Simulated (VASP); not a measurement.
Runs of VASP 6.6.1 on BeTe. It takes space group F-43m (No. 216, cubic). The conventional cell has a = 5.540 Å, b = 5.540 Å, c = 5.540 Å, α = 90.00°, β = 90.00°, γ = 90.00°. Around Be (site symmetry -43m) lie 4 Te at 2.40 Å. Te (site symmetry -43m) has 4 Be at 2.40 Å as nearest neighbours. 

```tsv
task	cell	gap on the mesh (eV)	pressure (GPa)
relaxation of the atoms	atoms relaxed from: a relaxed cell with its volume scaled by 0.94	2.22	4.2
relaxation of cell and atoms	relaxed	2.37	0.0
relaxation of the atoms	atoms relaxed from: a relaxed cell with its volume scaled by 0.98	2.32	1.3
relaxation of the atoms	atoms relaxed from: a relaxed cell with its volume scaled by 1.04	(b)	-2.2
relaxation of the atoms	atoms relaxed from: a relaxed cell with its volume scaled by 1.02	2.42	-1.1
relaxation of the atoms	atoms relaxed	2.37	0.0
relaxation of the atoms	atoms relaxed from: a relaxed cell with its volume scaled by 0.96	(a)	2.7
```

Alike in all rows: level r2SCAN; potentials or basis VASP PAW PBE potentials, release 64 (Be, Te); no spin polarisation; k mesh 8 × 8 × 8; cutoff (eV) 600; smearing gaussian 0.03 eV.

Question: Estimate the missing entries.

Answer: (a) 2.27; (b) 2.47.

Caveats: the PAW data sets were made with another functional, which shifts forces and pressure a little; spin-orbit coupling is left out, which moves the levels of the heavy elements; the relaxation stopped at its first step, so nothing moved (some runs).

A k mesh can miss the band edges, and the runs leave out spin-orbit coupling on Te.
